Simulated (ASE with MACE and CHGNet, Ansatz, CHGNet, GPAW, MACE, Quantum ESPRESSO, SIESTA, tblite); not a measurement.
## Running AlP(100) slab, H on both faces (108 atoms) with machine-learned potentials

Aim: run AlP(100) slab, H on both faces (108 atoms) in machine-learned potentials and see how near its forces come to a plane-wave reference, and at what cost.

Program: ASE with MACE and CHGNet. Level of theory: the method is named at each step. Results are calculated unless marked as measured.

## (1) Starting point

The cell holds 108 atoms: 36 Al, 36 P and 36 H. Cell: a = 11.589 Å, b = 11.589 Å, c = 21.292 Å, α = 90.0°, β = 90.0°, γ = 90.0°. It derives from AlP (zinc-blende). Zinc-blende AlP (a = 5.463 Å), (100) slab of 8 atomic planes, 3 x 3 surface cells, H on the broken bonds of both faces, 10 Å of vacuum; displaced by a Gaussian of 0.02 Å. Then every atom was moved at random, 0.03 Å r.m.s. a Cartesian component (hydrogen 0.6 of that). Regions: slab, 72 atoms (36 Al and 36 P); hydrogen, 36 atoms (36 H). Vacuum lies along c.

The yardstick, on the same geometry:

- method: Kohn-Sham DFT, PBE, PAW, plane waves (Ansatz 0.2.0); cutoff 420 eV, Γ point, fermi-dirac smearing of 0.05 eV; PAW set soft_2
- r.m.s. force component: 0.642 eV/Å
- longest force: 3.687 eV/Å
- SCF cycles: 21
- time: 40 s on 4 threads of Arm Neoverse V2, shared host
- CPU time: 2.6 min

## (2) MACE MP-0b3 medium potential

Method: machine-learned interatomic potential MACE MP-0b3 medium, trained on PBE(+U) plane-wave data.

The input, run.py:

```python
import numpy as np
from ase.io import read
import mlip  # loads the published weights by name

atoms = read("structure.xyz")
atoms.calc = mlip.calc("mace-mp-0b3-medium")
energy = atoms.get_potential_energy()
forces = atoms.get_forces()
print(f"energy {energy:.6f} eV")
print("forces (eV/A)")
for i, (a, f) in enumerate(zip(atoms, forces)):
    print(f"{i:4d} {a.symbol:2s} {f[0]:10.5f} {f[1]:10.5f} {f[2]:10.5f}")
```

The input, structure.xyz:

```xyz
108
Lattice="11.58877 0.00000 0.00000 0.00000 11.58877 0.00000 0.00000 0.00000 21.29230" Properties=species:S:1:pos:R:3 pbc="T T T"
Al 3.07705 1.97218 7.18189
P 3.13523 3.87725 5.82302
Al 1.15273 3.90994 9.86813
P 1.21983 1.92953 8.50968
Al 3.08273 1.94541 12.61292
P 3.06372 3.89105 11.29471
Al 1.12191 3.81131 15.45757
P 1.18588 1.97994 14.03205
Al 3.09861 5.77700 7.14101
P 3.09096 7.76876 5.81024
Al 1.17777 7.73226 9.91157
P 1.17359 5.84225 8.52927
Al 3.07241 5.85465 12.66934
P 3.09200 7.70560 11.23637
Al 1.15737 7.71430 15.33897
P 1.21624 5.86114 13.99479
Al 3.08377 9.63792 7.19446
P 3.10081 11.54508 5.78043
Al 1.15030 11.57405 9.96480
P 1.16305 9.69088 8.55631
Al 3.13975 9.69760 12.68702
P 3.12086 0.00997 11.33410
Al 1.18275 11.57567 15.40902
P 1.15691 9.74268 13.97478
Al 6.97273 1.98620 7.12802
P 7.00912 3.83252 5.77618
Al 5.01678 3.85373 9.97757
P 5.00334 1.95456 8.56760
Al 6.94353 1.94691 12.65827
P 6.92649 3.92164 11.25958
Al 4.99198 3.83449 15.38007
P 4.97842 1.91342 13.99628
Al 6.93159 5.82996 7.25429
P 6.92255 7.71024 5.84963
Al 5.04169 7.76494 9.90198
P 4.95826 5.78430 8.50713
Al 6.93066 5.77016 12.66807
P 6.96056 7.74802 11.34326
Al 5.06649 7.73017 15.41541
P 5.07380 5.86658 14.03184
Al 6.88570 9.70003 7.15741
P 6.97146 11.58019 5.86347
Al 5.06035 0.00232 9.88921
P 5.02188 9.62946 8.55972
Al 6.98606 9.56328 12.66253
P 6.99707 0.05586 11.30408
Al 5.03996 0.00058 15.40519
P 4.96799 9.71637 14.07229
Al 10.89414 1.88086 7.16912
P 10.88869 3.86625 5.87540
Al 8.85115 3.82777 9.88027
P 8.95453 1.93857 8.57271
Al 10.82345 1.96233 12.68233
P 10.88186 3.83055 11.33964
Al 8.86506 3.86346 15.37155
P 8.86668 1.89279 14.02311
[... 48 atom lines left out ...]
H 9.70594 11.58158 5.00688
H 0.42832 0.00684 5.05032
H 10.13218 0.02410 16.29138
H 7.55901 11.57475 16.25135
```

Run with:

```bash
$ OMP_NUM_THREADS=1 python run.py > output.txt
```

Log:

```text
energy -478.495570 eV
forces (eV/A)
   0 Al    0.55259   -0.53740   -0.32256
   1 P    -1.37505   -0.17940   -0.30900
   2 Al    0.08699   -0.26776    0.16016
   3 P    -0.43533   -0.08770    0.44484
   4 Al   -0.11113    0.16661    0.01713
   5 P     0.02657    0.16244   -0.04061
   6 Al    1.10213    0.71493   -1.13973
   7 P    -0.13943   -0.59314    0.15594
   8 Al   -0.27231    0.46073    0.04475
   9 P    -0.92993   -0.49370    0.64692
  10 Al   -0.35808    0.15368    0.13030
  11 P     0.19174   -0.19237   -0.30577
  12 Al    0.69750   -0.28888   -0.36984
  13 P     0.21240    0.68133    0.47426
  14 Al    0.15762    0.79166    0.24459
  15 P    -0.91887   -0.95456    0.44497
  16 Al    0.07771    0.28222    0.12211
  17 P    -0.15219    0.46646    1.50174
  18 Al    0.37008    0.34315   -0.11121
  19 P     0.15220   -0.13580   -0.14621
  20 Al   -0.40519   -0.47610   -0.65003
  21 P    -0.02126   -0.08032   -0.78411
  22 Al   -0.49218    0.52338   -0.37787
  23 P     0.16766   -0.79825    0.47596
[...]
100 H     0.21784    0.00006   -0.35361
 101 H     0.56104    0.00842   -1.04838
 102 H    -0.47668    0.01461    0.22832
 103 H     0.76687    0.02468    0.44263
 104 H    -1.83311   -0.09696   -1.98054
 105 H    -0.22937   -0.02466   -0.67951
 106 H     0.79742   -0.02472    0.40420
 107 H    -0.37651   -0.01370    0.10424
```

Wall time 10 s (1 thread of Arm Neoverse V2, shared host); peak memory 0.97 GiB.

Banners, paths, timers and routine set-up lines are dropped from the logs unmarked, and long logs keep their key lines alone; longer cuts are marked.

Compared with the plane-wave run:

| Item | Value |
| --- | --- |
| r.m.s. force component | 0.5791 eV/Å |
| r.m.s. difference of force components | 251.4 meV/Å |
| longest difference of force vectors | 715.9 meV/Å |
| force difference over r.m.s. force | 39.16 % |
| slope of forces against the reference's | 0.8303 |
| correlation of force components | 0.9203 |

Length of the force difference by element (eV/Å):

```csv
element,atoms,mean,most
Al,36,0.41,0.60
H,36,0.43,0.72
P,36,0.42,0.57
```

The surroundings of H108, picked at random, nearest first, numbered as they follow in the input and with coordinates relative to it.

```csv
atom,x,y,z,distance (Å),bonds,Fx,Fy,Fz (eV/Å)
H108,0.00,0.00,0.00,0.00,1,-0.38,-0.01,0.10
H96,-1.21,0.04,0.02,1.21,1,0.62,0.01,0.39
Al71,1.34,-0.02,-0.90,1.62,4,-0.32,0.24,0.20
H107,2.57,0.04,0.04,2.57,1,0.80,-0.02,0.40
Al47,-2.52,0.01,-0.85,2.66,4,-0.29,0.40,-0.13
P56,1.31,1.91,-2.23,3.21,4,0.08,0.52,0.12
P72,1.32,-1.91,-2.23,3.21,4,0.63,-0.52,-0.12
P48,-2.59,-1.86,-2.18,3.86,4,0.99,-0.72,-0.10
H103,0.04,-3.86,0.02,3.86,1,-0.48,0.01,0.23
```

Atoms are counted from 1 here, from 0 in the log.

Forces lie 39 % from the reference's, at 0.052 times its CPU time (on 1 against 4 cores).

## (3) CHGNet 0.3.0 potential

Method: machine-learned interatomic potential CHGNet 0.3.0, trained on PBE(+U) plane-wave data.

run.py: that of step 2 with these lines changed.

```diff
@@ -5,3 +5,3 @@
 atoms = read("structure.xyz")
-atoms.calc = mlip.calc("mace-mp-0b3-medium")
+atoms.calc = mlip.calc("chgnet-0.3.0")
 energy = atoms.get_potential_energy()
```

structure.xyz is that of step 2.

Log:

```text
CHGNet v0.3.0 initialized with 412,525 parameters
CHGNet will run on cpu
energy -479.065063 eV
forces (eV/A)
   0 Al    0.33958   -0.26654   -0.48263
   1 P    -0.90310   -0.05925   -0.17118
   2 Al    0.00893   -0.11019    0.13968
   3 P    -0.24024   -0.05121    0.44981
   4 Al   -0.09861    0.13280   -0.03055
   5 P    -0.03615    0.12226   -0.07289
   6 Al    1.47602    0.61597   -1.21462
   7 P    -0.11809   -0.45068    0.03204
   8 Al   -0.15503    0.26760   -0.33997
   9 P    -0.58392   -0.20922    0.54537
  10 Al   -0.15848    0.10102    0.12330
  11 P     0.09074   -0.13037    0.03881
  12 Al    0.47266   -0.16519   -0.16197
  13 P     0.10818    0.41516    0.21063
  14 Al    0.06282    0.51451    0.44792
  15 P    -0.58136   -0.71319    0.32394
  16 Al    0.03593    0.19922   -0.28459
  17 P    -0.05411    0.04921    1.15643
  18 Al    0.23073    0.12719   -0.00365
  19 P     0.10650   -0.02290    0.11827
  20 Al   -0.16782   -0.36178   -0.39222
  21 P    -0.00697   -0.05368   -0.50327
  22 Al   -0.36082    0.37459   -0.17193
  23 P     0.06249   -0.45212    0.32493
[...]
100 H     0.16463    0.00684   -0.22110
 101 H     0.33803    0.02009   -0.63823
 102 H     1.14461    0.01978    0.08228
 103 H    -0.93427   -0.04641    0.25293
 104 H    -0.99091   -0.06183   -1.40014
 105 H    -0.17739   -0.03188   -0.65381
 106 H    -0.77357    0.00124    0.27643
 107 H     1.24701   -0.04072   -0.07336
```

It took 3.2 s on 1 thread; peak memory 0.84 GiB.

Numbers from this run, and their distance from the reference:

| Property | Result |
| --- | --- |
| r.m.s. force component | 0.4713 eV/Å |
| r.m.s. difference of force components | 452.9 meV/Å |
| longest difference of force vectors | 1484 meV/Å |
| force difference over r.m.s. force | 70.55 % |
| slope of forces against the reference's | 0.5207 |
| correlation of force components | 0.7092 |

Against the first run (39 %), the force difference from the reference is 71 %, at 0.40 times the CPU time.

## (4) All runs compared

Differences are against the plane-wave reference, forces as r.m.s. over components; share is that over the reference's r.m.s. force, slope the least-squares factor from reference forces to these. Total energies of different programs have different zeros and aren't compared.

```csv
run,"Δ force, r.m.s. (meV/Å)",share (%),slope,cores,CPU time,memory (GiB)
reference,-,-,-,4,2.6 min,2.6
MACE MP-0b3 medium potential,251,39.2,0.830,1,8.1 s,0.97
CHGNet 0.3.0 potential,453,70.5,0.521,1,3.2 s,0.84
```

Times of the machine-learned potentials are mostly Python's start and the loading of weights.

CPU time is summed over cores on a shared host, where runs went side by side, so it is rough. Symmetry, cutoffs, thresholds, outputs and thread counts weren't matched or tuned between programs; memory under MPI is the largest rank's times the ranks.

## (5) What came out

```yaml
nearest_in_forces: MACE MP-0b3 medium potential, 39 %
its_cpu_time: 8.1 s
```

**Reading.** Machine-learned potentials differ by 39 % (MACE MP-0b3 medium potential) to 71 % (CHGNet 0.3.0 potential); they were trained on other programs' data. Among those trained on PBE data the slope goes as low as 0.52, with a correlation of 0.71, so directions differ as well as sizes. Machine-learned potentials mimic data converged in k, so the reference's own k-point error enters their differences. Caps of real hydrogen don't mimic the fractional bonds of a polar compound, so surface states and strained caps may belong to the model. The electronic-structure runs sample only Γ, in a cell whose shortest periodic width is 12 Å, which is coarse for a cell with partly filled levels.

[Also dropped from logs without a mark: logging warnings of Python, and SIESTA's first energy breakdown and zero terms.]

[Logs are printed without paths, hosts, clocks, repeated set-up lines and the standing remarks that a program may print on its own settings, such as how far it seeks lower states.]

[Hosts, paths, dates, database ids (printed as entryN), source tags and the programs' standing remarks are cut or masked in the printed files.]
